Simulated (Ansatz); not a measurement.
**C: zone-centre modes under pressure**

C, Fd-3m, a = 3.554 Å. Ansatz: PBEsol, PAW, 420 eV, Γ-centred 12×12×12 mesh on 2 atoms, fixed occupations; no spin polarisation. Cell and atoms are relaxed at each pressure with the symmetry kept; optical modes at Γ by linear response, in cm⁻¹, the highest.

| P (GPa) | V (Å³/atom) | ω1 |
| --- | --- | --- |
| 0 | 5.610 | 1306.2 |
| 5 | 5.549 | 1320.6 |
| 11 | 5.481 | 1337.3 |
| 22 | 5.363 | ? |

Question: Get the mode's Grüneisen parameter γ = −d ln ω/d ln V from the other rows and predict the missing frequency.

Answer: ln(V/V0) = 0.0000, -0.0109, -0.0233, -0.0450; a line through ln(ω/ω0) of the 3 known rows gives ω1: γ = 1.010, predicted 1366.9, computed 1366.5. The miss is 0.0 %, or 1 % of the shift under pressure, so a constant γ serves at that level.

Cost: 4 runs of about 1.3 core-minutes in all, on Intel Xeon Platinum 8488C (Sapphire Rapids) (shared hosts).